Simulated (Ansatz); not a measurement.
# Zone-centre modes in Ta2Si

Level of theory: Ansatz 0.2.0, DFT PBEsol, scalar-relativistic, plane waves, PAW. Cutoff 420 eV, Γ-centred 12×12×12 k-points, Gaussian smearing of 0.15 eV. Spin–orbit coupling is left out, which can shift energies with elements as heavy as these. No spin polarisation.

Zero of the scan (relaxed at this level; it needn't be the usual structure):

```
Ta Si
1.0
    -3.06838    3.06838    2.51990
     3.06838   -3.06838    2.51990
     3.06838    3.06838   -2.51990
Ta Si
4 2
Direct
  0.66307 0.83693 0.50000
  0.83693 0.33693 0.17387
  0.33693 0.16307 0.50000
  0.16307 0.66307 0.82613
  0.25000 0.25000 0.00000
  0.75000 0.75000 0.00000
```

Harmonic modes by finite displacements of 0.02 Å, without the LO–TO term.

(1) At this geometry, is the structure stable against these modes?

(2) List the wavenumbers in cm⁻¹.

Answers

(1) Yes: no mode is imaginary beyond 10 cm⁻¹, and only the three translations lie near zero.

(2) 0, 0, 0, 110, 115, 115, 115, 115, 159, 163, 168, 169, 311, 403, 403, 422, 422, 437.

Cost: 1 run of about 3.5 core-minutes, on AMD EPYC 9R45 (Zen 5) (shared hosts).